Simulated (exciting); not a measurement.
Pd:

```xyz
1
Lattice="0.0000 1.9465 1.9465 1.9465 0.0000 1.9465 1.9465 1.9465 0.0000" Properties=species:S:1:pos:R:3 pbc="T T T"
Pd    0.0000    0.0000    0.0000
```

* Program: exciting (release sodium)
* Task: single point
* Functional: PBEsol
* Potentials or basis: all-electron LAPW+lo, shipped species files, valence relativity iora*
* rgkmax: 9
* k mesh: 12 × 12 × 12
* Occupations: fermi-dirac, width 0.05 eV
* Spin: no spin polarisation
* gmaxvr (cutoff of density and potential): 14 1/bohr
* lmaxapw (and lmaxmat): 10
* lmaxvr: 8
* nempty: 12
* Valence relativity: iora*
* epsengy: 1e-05 Ha
* epspot: 1e-05 Ha
* maxscl: 60
* Muffin-tin radii: Pd 2.3 bohr

On this cell: band gap on the k mesh none (metal or under the smearing width).

The same run follows on a disturbed copy (cell strained at random at fixed volume):

```
Pd
1.0
    -0.01113    1.95522    1.94186
     1.97107    0.00634    1.92440
     1.96444    1.93112    0.01297
Pd
1
Direct
  0.02384 0.98301 0.99703
```

What does the disturbed cell give?

The energy (extrapolated to zero smearing) moves by +1.8 meV/atom; band gap on the k mesh none (metal or under the smearing width).

Caveats: the free energy is that total less TS from the occupations.
